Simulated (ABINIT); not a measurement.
AlN:

```xyz
2
Lattice="0.0000 2.1840 2.1840 2.1840 0.0000 2.1840 2.1840 2.1840 0.0000" Properties=species:S:1:pos:R:3 pbc="T T T"
Al    0.0000    0.0000    0.0000
N     1.0920    1.0920    1.0920
```

Measurements of this composition are mostly on another form, of space group No. 186.

Base run:

| Property | Result |
| --- | --- |
| Program | ABINIT 10.8.3 (patched build) |
| Functional | PW91 |
| Potentials or basis | PseudoDojo NC SR PBE v0.4.1 standard |
| Cutoff | 1143 eV |
| k mesh | 10 × 10 × 10 |
| Occupations | fermi-dirac, width 0.05 eV |
| Spin | no spin polarisation |

Its results: band gap on the k mesh 3.36 eV, indirect (least direct gap 4.22 eV); pressure 4.6 GPa.

Task: After a change of settings the same cell gave: band gap on the k mesh 3.53 eV, indirect (least direct gap 4.36 eV); pressure 0.3 GPa. Which change was it?
A. functional from PW91 to rSCAN; potentials or basis from PseudoDojo NC SR PBE v0.4.1 standard to JTH PAW PBE v2.0; cutoff from 1143 eV to 816 eV
B. functional from PW91 to OLYP
C. functional from PW91 to PBE; potentials or basis from PseudoDojo NC SR PBE v0.4.1 standard to PseudoDojo NC SR PBE v0.5 standard
D. functional from PW91 to HLE16

Result: B.

Caveats: the potentials were made for another functional, which shifts forces and pressure.
